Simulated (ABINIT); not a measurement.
Runs of ABINIT 10.8.3 (patched build) on ScAl3. The structure is cubic, space group Pm-3m (No. 221). The conventional cell has a = 4.088 Å, b = 4.088 Å, c = 4.088 Å, α = 90.00°, β = 90.00°, γ = 90.00°. Sc (site symmetry m-3m) is surrounded by 12 Al at 2.89 Å. Al (site symmetry 4/mmm) is surrounded by 4 Sc at 2.89 Å and 8 Al at 2.89 Å. The cell is a database's computed one.

```tsv
task	level	potentials or basis	cell	k mesh	cutoff (eV)	smearing	fine-grid cutoff	cell freedom (optcell)	optimiser (ionmov)	cutoff smearing ecutsm (Ha)	force stop (Ha/bohr)	gap on the mesh (eV)	pressure (GPa)
positron lifetime	PBEsol	JTH PAW PBE v2.0	as given	5 × 5 × 5	354	methfessel-paxton 0.1 eV	707.496 eV	-	-	-	-	none	-1.1
relaxation of cell and atoms	LDA	JTH PAW LDA v2.0	relaxed	5 × 5 × 5	408	fermi-dirac 0.05 eV	816.342 eV	2	2	0.5	2e-05	none	0.0
positron lifetime	PBE	JTH PAW PBE v2.0	as given	5 × 5 × 5	408	fermi-dirac 0.1 eV	816.342 eV	-	-	-	-	none	(a)
single point	LDA	PseudoDojo NC SR LDA v0.4.1 standard	as given	5 × 5 × 5	952	fermi-dirac 0.05 eV	-	-	-	-	-	none	-4.1
optical spectrum	LDA	PseudoDojo NC SR LDA v0.4.1 standard	as given	12 × 12 × 12, shifted	952	gaussian 0.1 eV	-	-	-	-	-	-	-4.0
```

Alike in all rows: no spin polarisation.

**Question.** Estimate the missing entries.

**Answer.** (a) 1.0.

Caveats: the PAW basis is incomplete for the positron (some runs); the PAW data sets were made with another functional, which shifts forces and pressure a little (some runs); the intraband (Drude) term is left out (some runs); spectra need much finer meshes, so this one isn't converged (some runs).

A k mesh can miss the band edges.

A gap of «none» marks a metal or a gap under the smearing width.

Not every run made on this cell is shown here.
